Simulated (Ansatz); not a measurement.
Wurtzite SiC, relaxed with r2SCAN in Ansatz. The symmetry is P6_3mc (No. 186, hexagonal); conventional cell a = 3.075 Å, c = 5.048 Å, 10.34 Å³ an atom. Around Si lie 4 C at 1.88–1.90 Å; around C lie 4 Si at 1.88–1.90 Å.

The axes x, y and z are those of this cell:
```yaml
crystal:
  lattice:
    - [3.07536, 0.00000, 0.00000]
    - [-1.53768, 2.66334, 0.00000]
    - [0.00000, 0.00000, 5.04811]
  atoms:
    - { symbol: Si, position: [0.33333, 0.66667, 0.99959] }
    - { symbol: Si, position: [0.66667, 0.33333, 0.49959] }
    - { symbol: C, position: [0.33333, 0.66667, 0.37541] }
    - { symbol: C, position: [0.66667, 0.33333, 0.87541] }
```

Unstrained: With PBE the valence top lies at Γ and the conduction bottom at K, 2.277 eV higher; the smallest vertical gap, at M, is 3.978 eV. r2SCAN gives an indirect gap of 2.653 eV, from Γ to K; the least direct gap is 4.476 eV at M. With HSE06 the valence top lies at Γ and the conduction bottom at K, 3.160 eV higher; the smallest vertical gap, at M, is 5.060 eV. Meshes: PBE 12×12×6, r2SCAN 12×12×6, HSE06 6×6×4. Strains are changes of length per length. After each strain the atoms were relaxed again with r2SCAN within the symmetry that the strain leaves, so tilts or polar shifts that break it weren't tested; points keep the names that they have in the unstrained zone. No spin polarisation and no zero-point or thermal motion.

Q: For epitaxial +1.0 % in the xy plane, how far does the free direction move, and what happens to the gap?

A: The normal strain at zero normal stress is -0.16 %, 0.16 of the in-plane strain with the sign turned. PBE: the gap goes from 2.277 to 2.389 eV (+0.112 eV); with r2SCAN the top three valence levels at Γ, grouped 2+1 from the top over 112 meV, become 2+1 over 10 meV. r2SCAN: the gap goes from 2.653 to 2.761 eV (+0.108 eV). HSE06: the gap goes from 3.160 to 3.268 eV (+0.108 eV).

Q: For epitaxial +4.0 % in the xy plane, how far does the free direction move, and what happens to the gap?

A: The normal strain at zero normal stress is -0.61 %, 0.15 of the in-plane strain with the sign turned. PBE: the gap goes from 2.277 to 2.207 eV (-0.070 eV); the edges move from Γ → K to Γ → M; with r2SCAN the top three valence levels at Γ, grouped 2+1 from the top over 112 meV, become 1+2 over 197 meV. r2SCAN: the gap goes from 2.653 to 2.594 eV (-0.059 eV); the edges move from Γ → K to Γ → M. HSE06: the gap goes from 3.160 to 3.134 eV (-0.026 eV); the edges move from Γ → K to Γ → M.

Q: Estimate what epitaxial -1.0 % in the xy plane, free normal strain +0.18 % does to the gap.

A: PBE: the gap goes from 2.277 to 2.153 eV (-0.124 eV); with r2SCAN the top three valence levels at Γ, grouped 2+1 from the top over 112 meV, become 2+1 over 235 meV. r2SCAN: the gap goes from 2.653 to 2.531 eV (-0.122 eV). HSE06: the gap goes from 3.160 to 3.040 eV (-0.120 eV). The r2SCAN energy rises by 4.2 meV an atom.

Q: For epitaxial -3.0 % in the xy plane, how far does the free direction move, and what happens to the gap?

A: The normal strain at zero normal stress is +0.56 %, 0.19 of the in-plane strain with the sign turned. PBE: the gap goes from 2.277 to 1.868 eV (-0.409 eV); with r2SCAN the top three valence levels at Γ, grouped 2+1 from the top over 112 meV, become 2+1 over 539 meV. r2SCAN: the gap goes from 2.653 to 2.250 eV (-0.403 eV). HSE06: the gap goes from 3.160 to 2.762 eV (-0.398 eV).

Q: Apply epitaxial +3.0 % in the xy plane, free normal strain -0.47 %. How far does the gap move, against the unstrained cell?

A: PBE: the gap goes from 2.277 to 2.358 eV (+0.081 eV); the edges move from Γ → K to Γ → M; with r2SCAN the top three valence levels at Γ, grouped 2+1 from the top over 112 meV, become 1+2 over 142 meV. r2SCAN: the gap goes from 2.653 to 2.758 eV (+0.105 eV); the edges move from Γ → K to Γ → M. HSE06: the gap goes from 3.160 to 3.293 eV (+0.133 eV); the edges move from Γ → K to Γ → M. The r2SCAN energy rises by 34.2 meV an atom.

Q: Apply epitaxial +2.0 % in the xy plane, free normal strain -0.32 %. How far does the gap move, against the unstrained cell?

A: PBE: the gap goes from 2.277 to 2.421 eV (+0.144 eV); with r2SCAN the top three valence levels at Γ, grouped 2+1 from the top over 112 meV, become 1+2 over 75 meV. r2SCAN: the gap goes from 2.653 to 2.784 eV (+0.131 eV). HSE06: the gap goes from 3.160 to 3.306 eV (+0.146 eV). The r2SCAN energy rises by 15.6 meV an atom.

Q: Apply epitaxial -4.0 % in the xy plane, free normal strain +0.76 %. How far does the gap move, against the unstrained cell?

A: PBE: the gap goes from 2.277 to 1.705 eV (-0.572 eV). r2SCAN: the gap goes from 2.653 to 2.089 eV (-0.564 eV). HSE06: the gap goes from 3.160 to 2.601 eV (-0.559 eV). The r2SCAN energy rises by 71.2 meV an atom.

Q: Apply epitaxial -2.0 % in the xy plane, free normal strain +0.37 %. How far does the gap move, against the unstrained cell?

A: PBE: the gap goes from 2.277 to 2.017 eV (-0.260 eV); with r2SCAN the top three valence levels at Γ, grouped 2+1 from the top over 112 meV, become 2+1 over 377 meV. r2SCAN: the gap goes from 2.653 to 2.397 eV (-0.256 eV). HSE06: the gap goes from 3.160 to 2.908 eV (-0.252 eV). The r2SCAN energy rises by 17.0 meV an atom.

The meshes of the hybrids are coarse, so their gaps aren't converged to the digits shown.

The splittings at Γ are without spin-orbit coupling, which regroups them where it is of like size or larger.
